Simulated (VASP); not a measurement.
# ZnSe (Stilleite) (F-43m) in VASP: settings compared, part 3 of 3

VASP 6.6.1. Earlier steps stand in the parts before.

### Step 5. Phonons, r2SCAN

This run uses another cell than the first one, of 22.76 Å³/atom, 1.014 times its volume.

Input file POSCAR:

```
ZnSe
1.0
    0.0000000000      2.8338000000      2.8338000000
    2.8338000000      0.0000000000      2.8338000000
    2.8338000000      2.8338000000      0.0000000000
  Zn              Se
     1     1
Direct
     0.0000000000000000    0.0000000000000000    0.0000000000000000
     0.2500000000000000    0.2500000000000000    0.2500000000000000
```

Input file INCAR.step1:

```
SYSTEM = ZnSe
PREC     = Accurate       ! precision mode
ENCUT    = 600            ! plane-wave cutoff, eV
EDIFF    = 1E-8           ! SCF threshold, eV
ISMEAR   = 0              ! smearing method
SIGMA    = 0.03           ! smearing width, eV
LREAL    = .FALSE.        ! projectors in reciprocal space
LASPH    = .TRUE.         ! aspherical terms in the spheres
NELM     = 80             ! most SCF steps
ALGO     = Normal         ! electronic algorithm
ISIF     = 3              ! what is computed and relaxed
LWAVE    = .FALSE.        ! write WAVECAR
LCHARG   = .FALSE.        ! write CHGCAR
METAGGA  = R2SCAN         ! meta-GGA
LMIXTAU  = .TRUE.       
IBRION   = 2              ! ionic algorithm
NSW      = 40             ! ionic steps
EDIFFG   = -0.002         ! ionic threshold
```

Input file INCAR.step2:

```
SYSTEM = ZnSe
PREC     = Accurate       ! precision mode
ENCUT    = 600            ! plane-wave cutoff, eV
EDIFF    = 1E-8           ! SCF threshold, eV
ISMEAR   = 0              ! smearing method
SIGMA    = 0.03           ! smearing width, eV
LREAL    = .FALSE.        ! projectors in reciprocal space
LASPH    = .TRUE.         ! aspherical terms in the spheres
NELM     = 80             ! most SCF steps
ALGO     = Normal         ! electronic algorithm
ISIF     = 2              ! what is computed and relaxed
LWAVE    = .FALSE.        ! write WAVECAR
LCHARG   = .FALSE.        ! write CHGCAR
METAGGA  = R2SCAN         ! meta-GGA
LMIXTAU  = .TRUE.       
IBRION   = 6              ! ionic algorithm
NFREE    = 2            
POTIM    = 0.015          ! step
NSW      = 1              ! ionic steps
```

Input file KPOINTS:

```
regular mesh
0
G
  8 8 8
  0 0 0
```

Potentials or basis: VASP PAW PBE potentials, release 64 (Zn, Se).

Run with:

```sh
$ cat potpaw_PBE.64/Zn/POTCAR potpaw_PBE.64/Se/POTCAR > POTCAR
$ cp INCAR.step1 INCAR
$ mpirun -np 1 vasp_std > vasp.out
$ cp CONTCAR POSCAR
$ cp INCAR.step2 INCAR
$ mpirun -np 1 vasp_std > vasp.out
```

OUTCAR:

```text
SYSTEM = ZnSe
   PREC = Accurate
   ENCUT = 600
   EDIFF = 1E-8
   ISMEAR = 0
   LREAL = .FALSE.
   LASPH = .TRUE.
   NELM = 80
   ISIF = 2
   METAGGA = R2SCAN
   IBRION = 6
   NFREE = 2
   POTIM = 0.015
   NSW = 1

 ion  position               nearest neighbor table
   1  0.000  0.000  0.000-   2 2.45   2 2.45   2 2.45   2 2.45
   2  0.250  0.250  0.250-   1 2.45   1 2.45   1 2.45   1 2.45

  LATTYP: Found a face centered cubic cell.
 ALAT       =     5.6668967725

  Lattice vectors:

 A1 = (   0.0000000000,   2.8334483863,   2.8334483863)
 A2 = (   2.8334483863,   0.0000000000,   2.8334483863)
 A3 = (   2.8334483863,   2.8334483863,   0.0000000000)

Analysis of symmetry for initial positions (statically):
=====================================================================
 Subroutine PRICEL returns:
 Original cell was already a primitive cell.

 Routine SETGRP: Setting up the symmetry group for a
 face centered cubic supercell.

 Subroutine GETGRP returns: Found 24 space group operations
 (whereof 24 operations were pure point group operations)
 out of a pool of 48 trial point group operations.

The static configuration has the point symmetry T_d .

Analysis of symmetry for dynamics (positions and initial velocities):
=====================================================================
 Subroutine PRICEL returns:
 Original cell was already a primitive cell.

 Routine SETGRP: Setting up the symmetry group for a
 face centered cubic supercell.

 Subroutine GETGRP returns: Found 24 space group operations
 (whereof 24 operations were pure point group operations)
 out of a pool of 48 trial point group operations.

The dynamic configuration has the point symmetry T_d .

 Subroutine INISYM returns: Found 24 space group operations
 (whereof 24 operations are pure point group operations),
 and found     1 'primitive' translations

----------------------------------------------------------------------------------------

                                     Primitive cell

  volume of cell :      45.4963

  direct lattice vectors                    reciprocal lattice vectors
     0.000000000  2.833448386  2.833448386    -0.176463423  0.176463423  0.176463423
     2.833448386  0.000000000  2.833448386     0.176463423 -0.176463423  0.176463423
     2.833448386  2.833448386  0.000000000     0.176463423  0.176463423 -0.176463423

  length of vectors
     4.007101136  4.007101136  4.007101136     0.305643614  0.305643614  0.305643614

  position of ions in fractional coordinates (direct lattice)
     0.000000000  0.000000000  0.000000000
     0.250000000  0.250000000  0.250000000

  ion indices of the primitive-cell ions
   primitive index   ion index
                 1           1
                 2           2

[... 104 lines left out ...]
 Gauss-broadening in eV      SIGMA  =   0.03
  energy-cutoff  :      600.00
  volume of cell :       45.50
 maximum number of plane-waves:      1540
   NGX = 17   NGY = 17   NGZ = 17

--------------------------------------- Ionic step        1  -------------------------------------------

 number of electron      17.9999991 magnetization

 Free energy of the ion-electron system (eV)
  ---------------------------------------------------
  ext. energy  EPLUGINS =         0.00000000
  ---------------------------------------------------
  free energy    TOTEN  =       -24.91071841 eV

  energy without entropy =      -24.91071841  energy(sigma->0) =      -24.91071841

------------------------ aborting loop because EDIFF is reached ----------------------------------------

  FORCE on cell =-STRESS in cart. coord.  units (eV):
  Direction    XX          YY          ZZ          XY          YZ          ZX
  --------------------------------------------------------------------------------------
  -------------------------------------------------------------------------------------
  Total        0.0018277      0.0018277      0.0018277      0.0000000      0.0000000      0.0000000
  in kB        0.0643642      0.0643642      0.0643642      0.0000000      0.0000000      0.0000000
  external PRESSURE =       0.0643642 kB  Pullay stress =       0.0000000 kB
[... 131 lines left out ...]
--------------------------------------- Ionic step        5  -------------------------------------------

 number of electron      17.9999991 magnetization

 Free energy of the ion-electron system (eV)
  ---------------------------------------------------
  ext. energy  EPLUGINS =         0.00000000
  ---------------------------------------------------
  free energy    TOTEN  =       -24.91009855 eV

  energy without entropy =      -24.91009855  energy(sigma->0) =      -24.91009855

 E-fermi :   1.4358     XC(G=0):  -9.9215

 val. band max:        1.3178868708   @ k =   0.0000   0.0000   0.0000
 cond. band min:       3.1703557766   @ k =   0.0000   0.0000   0.0000
 fundamental gap:      1.8524689057
 Fermi energy:         1.4357951809

 k-point     1 :       0.0000    0.0000    0.0000
  band No.  band energies     occupation
      1     -12.4147      2.00000
      2      -5.4040      2.00000
      3      -5.3954      2.00000
      4      -5.3869      2.00000
      5      -4.9873      2.00000
      6      -4.9873      2.00000
      7       1.2837      2.00000
      8       1.3015      2.00000
      9       1.3179      2.00000
     10       3.1704      0.00000
     11       7.6060      0.00000
     12       7.6167      0.00000
     13       7.6289      0.00000
[... 354 lines left out ...]
  band No.  band energies     occupation
      1     -11.4607      2.00000
      2      -5.2772      2.00000
      3      -5.2376      2.00000
      4      -5.0225      2.00000
      5      -4.9822      2.00000
      6      -4.7830      2.00000
      7      -3.6672      2.00000
      8      -1.1357      2.00000
      9      -0.1766      2.00000
     10       6.0417      0.00000
     11       7.2824      0.00000
     12       9.2556      0.00000
     13      10.5406      0.00000

 [... further k-points ...]
[... 5 lines left out ...]
  --------------------------------------------------------------------------------------
  -------------------------------------------------------------------------------------
  Total        0.0023466      0.0039442      0.0039442      0.0000000      0.0788095      0.0000000
  in kB        0.0826362      0.1388978      0.1388978      0.0000000      2.7753228      0.0000000
  external PRESSURE =       0.1201439 kB  Pullay stress =       0.0000000 kB
[... 17 lines left out ...]
  FREE ENERGIE OF THE ION-ELECTRON SYSTEM (eV)
  ---------------------------------------------------
  free  energy   TOTEN  =       -24.9100985454 eV

  energy  without entropy=      -24.9100985453  energy(sigma->0) =      -24.91009855

 INTERNAL STRAIN TENSORS FROM DISPLACED ATOMS
 ============================================

 INTERNAL STRAIN TENSOR FOR ION    1 for displacements in x,y,z  (eV/Angst):
          X           Y           Z          XY          YZ          ZX
  --------------------------------------------------------------------------------
  x     0.00000    -0.00000    -0.00000     0.00000     5.78101     0.00000
  y     0.00000     0.00000     0.00000     0.00000     0.00000     5.78101
  z    -0.00000    -0.00000     0.00000     5.78101     0.00000     0.00000

 INTERNAL STRAIN TENSOR FOR ION    2 for displacements in x,y,z  (eV/Angst):
          X           Y           Z          XY          YZ          ZX
  --------------------------------------------------------------------------------
  x     0.00000     0.00000     0.00000     0.00000    -5.30015     0.00000
  y     0.00000    -0.00000     0.00000     0.00000     0.00000    -5.30015
  z     0.00000     0.00000     0.00000    -5.30015     0.00000     0.00000

 Eigenvectors and eigenvalues of the dynamical matrix
 ----------------------------------------------------

   1 f  =    6.167133 THz    38.749238 2PiTHz  205.713408 cm-1    25.505200 meV
             X         Y         Z           dx          dy          dz
      0.000000  0.000000  0.000000     0.000000    0.743927    0.000000
      1.416724  1.416724  1.416724     0.000000   -0.668260    0.000000
[... 21 lines left out ...]
   6 f/i=    0.039821 THz     0.250201 2PiTHz    1.328275 cm-1     0.164685 meV
             X         Y         Z           dx          dy          dz
      0.000000  0.000000  0.000000     0.000000    0.000000   -0.668260
      1.416724  1.416724  1.416724     0.000000    0.000000   -0.743927

 ELASTIC MODULI CONTR FROM IONIC RELAXATION (kBar)
 Direction    XX          YY          ZZ          XY          YZ          ZX
 --------------------------------------------------------------------------------
 XX          -0.0000     -0.0000     -0.0000      0.0000      0.0000     -0.0000
 YY          -0.0000     -0.0000     -0.0000      0.0000      0.0000     -0.0000
 ZZ          -0.0000     -0.0000     -0.0000      0.0000      0.0000     -0.0000
 XY           0.0000      0.0000      0.0000   -194.5515      0.0000      0.0000
 YZ           0.0000      0.0000      0.0000      0.0000   -194.5515      0.0000
 ZX          -0.0000     -0.0000     -0.0000      0.0000      0.0000   -194.5515
 --------------------------------------------------------------------------------
```

Run time: 10 min. Hardware: 1 thread of AMD EPYC 9R45 (Zen 5), shared host; peak memory 0.25 GiB.

What came out:

```yaml
Highest_phonon_frequency_at_Γ_LO-TO_splitting_left_out: 206 cm⁻¹
```

Phonon frequencies in cm⁻¹ (negative: imaginary):
| q point | frequencies |
| --- | --- |
| (0.000, 0.000, 0.000) | -1 -1 -1 206 206 206 |

Caveat: the PAW data sets were made with another functional, which shifts forces and pressure a little.

### Step 6. Comparison with measurements

Step 4. Measured high-frequency dielectric constant of ZnSe: 5.9 (a printed reference work, textbook). This calculation gives 7.40 (+25.5 %).
